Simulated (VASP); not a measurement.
Input of a VASP 6.6.1 run:

Contents of POSCAR:

```
In
1.0
    4.3480247748      0.0000000000      0.0000000000
   -2.1740123874      3.7654999113      0.0000000000
    0.0000000000      0.0000000000      4.9329796565
In
3
Direct
    0.2254000000      0.0000000000      0.3333333333
    0.0000000000      0.2254000000      0.6666666667
    0.7746000000      0.7746000000      0.0000000000
```

File INCAR.step1:

```
  PREC = Accurate
  ENCUT = 600
  ISMEAR = 0
  SIGMA = 0.1
  LREAL = F
  LASPH = T
  NELM = 100
  GGA = PE
  ALGO = Normal
  EDIFF = 1E-4
  LWAVE = T
  LCHARG = F
```

The input INCAR.step2:

```
  PREC = Accurate
  ENCUT = 600
  EDIFF = 1E-6
  ISMEAR = 0
  SIGMA = 0.1
  LREAL = F
  LASPH = T
  NELM = 100
  ALGO = Normal
  ISIF = 3
  LWAVE = F
  LCHARG = F
  METAGGA = R2SCAN
  LMIXTAU = T
  IBRION = 2
  NSW = 90
  EDIFFG = -0.04
  ISTART = 1
```

The input KPOINTS:

```
regular mesh
0
Gamma
  6 6 4
```

Potentials or basis: VASP PAW PBE potentials, release 64 (In_d).

Launch:

```bash
$ cat potpaw_PBE.64/In_d/POTCAR > POTCAR
$ cp INCAR.step1 INCAR
$ mpirun -np 1 vasp_std > vasp.out
$ cp INCAR.step2 INCAR
$ mpirun -np 1 vasp_std > vasp.out
```

Question: What does it give for the space group after relaxing (to 0.05 Å)?

Answer: R-3m (No. 166).

Question: What does it give for the relaxed cell?

Answer: a = 3.913 Å, b = 3.913 Å, c = 6.193 Å, α = 90.00°, β = 90.00°, γ = 120.00°.

Question: Estimate the relaxed volume.

Answer: 27.37 Å³/atom.

Step by step:
| step | energy change (eV) | largest force (eV/Å) | pressure (GPa) | volume (Å³) |
| --- | --- | --- | --- | --- |
| 1 | 0.0000 | 6.6133 | 20.63 | 80.77 |
| 2 | -2.3131 | 0.0341 | -5.17 | 127.48 |
| 3 | -2.7812 | 0.7992 | -2.83 | 105.09 |
| 4 | -3.0156 | 0.7719 | -2.10 | 97.72 |
| 5 | -3.3037 | 0.6350 | 2.29 | 81.58 |
| 6 | -3.4675 | 0.1673 | 0.48 | 82.61 |
| 7 | -3.5209 | 0.0011 | -0.31 | 83.30 |
| 8 | -3.4680 | 0.1627 | -1.04 | 84.36 |
| 9 | -3.5270 | 0.0764 | -0.65 | 83.65 |
| 10 | -3.5272 | 0.0658 | -0.59 | 83.60 |
| 11 | -3.5321 | 0.0865 | 0.23 | 81.77 |
| 12 | -3.5325 | 0.0817 | 0.06 | 82.11 |
| 13 | -3.5341 | 0.0671 | -0.08 | 82.28 |
| 14 | -3.5348 | 0.0514 | -0.20 | 82.44 |
| 15 | -3.5358 | 0.0388 | 0.00 | 82.11 |

Caveat: the PAW data sets were made with another functional, which shifts forces and pressure a little.
